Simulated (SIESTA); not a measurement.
Pt under changes of volume

One of the cells (15.080 Å³/atom); the others are scaled copies at fixed shape and fractional positions:

```
Pt
1.0
     0.00000    1.96090    1.96090
     1.96090    0.00000    1.96090
     1.96090    1.96090    0.00000
Pt
1
Direct
  0.00000 0.00000 0.00000
```

- Program: SIESTA 5.4.2
- Functional: PBEsol
- Potentials or basis: PseudoDojo 0.4 standard (PBEsol files)
- Basis: DZP (energy shift 0.003 Ry; two zetas on semicore shells)
- Grid cutoff: 800 Ry
- Energy shift: 0.003 Ry
- k mesh: 12 × 12 × 12
- Occupations: fermi-dirac, width 0.05 eV
- Spin: no spin polarisation

```tsv
volume (Å³/atom)	energy over the lowest point (meV/atom)	pressure (GPa)
14.175	69.73	24.5
14.477	?	?
14.778	9.06	8.2
15.080	0.00	1.8
15.381	2.19	-3.8
15.683	14.63	-9.1
15.985	36.39	-13.7
```

Problem. What does the run at 14.477 Å³/atom give?

Solution. Energy over the lowest point 31.56 meV/atom; pressure 16.1 GPa.

Worked out: A Birch-Murnaghan fit of order 3 (a polynomial in V^(-2/3)) to the other rows has its minimum at 15.16 Å³/atom with B0 = V·E''(V) = 300 GPa and B' = 5.6. It gives 31.80 meV/atom at 14.477 Å³/atom, against the run's 31.56, and -dE/dV = 15.9 GPa, against 16.1.

Energies are extrapolated to zero smearing.

Caveats: short orbitals over semicore shells can move pressures by several GPa; the basis of atomic orbitals isn't converged, which shifts pressures, moduli and gaps.
